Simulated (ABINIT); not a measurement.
ZrC:

```
Zr C
1.0
     0.00000    2.36500    2.36500
     2.36500    0.00000    2.36500
     2.36500    2.36500    0.00000
Zr C
1 1
Direct
  0.50000 0.50000 0.50000
  0.00000 0.00000 0.00000
```

```yaml
Program: ABINIT 10.8.3 (patched build)
Task: relaxation of cell and atoms
Functional: PBEsol
Potentials_or_basis: PseudoDojo NC SR PBEsol v0.4 stringent
Cutoff: 1116 eV
k_mesh: 8 × 8 × 8
Occupations: fermi-dirac, width 0.05 eV
Spin: no spin polarisation
```

At the start: pressure -8.2 GPa; volume 13.23 Å³/atom.

Task: How do energy, volume and symmetry change on relaxing?

Result: Over 4 steps the energy falls by 13.0 meV/atom and the volume is 12.74 Å³/atom (-3.7 %); space group Fm-3m (No. 225, to 0.05 Å).

The path:
| step | energy change (eV) | largest force (eV/Å) | pressure (GPa) | volume (Å³) |
| --- | --- | --- | --- | --- |
| 1 | 0.0000 | 0.0000 | -8.25 | 26.46 |
| 2 | -0.0232 | 0.0000 | -2.86 | 25.79 |
| 3 | -0.0261 | 0.0000 | 0.14 | 25.46 |
| 4 | -0.0261 | 0.0000 | 0.00 | 25.48 |

Final structure:
```
CELL_PARAMETERS angstrom
0.00000 2.33541 2.33541
2.33541 0.00000 2.33541
2.33541 2.33541 0.00000
ATOMIC_POSITIONS crystal
Zr 0.50000 0.50000 0.50000
C 0.00000 0.00000 0.00000
```
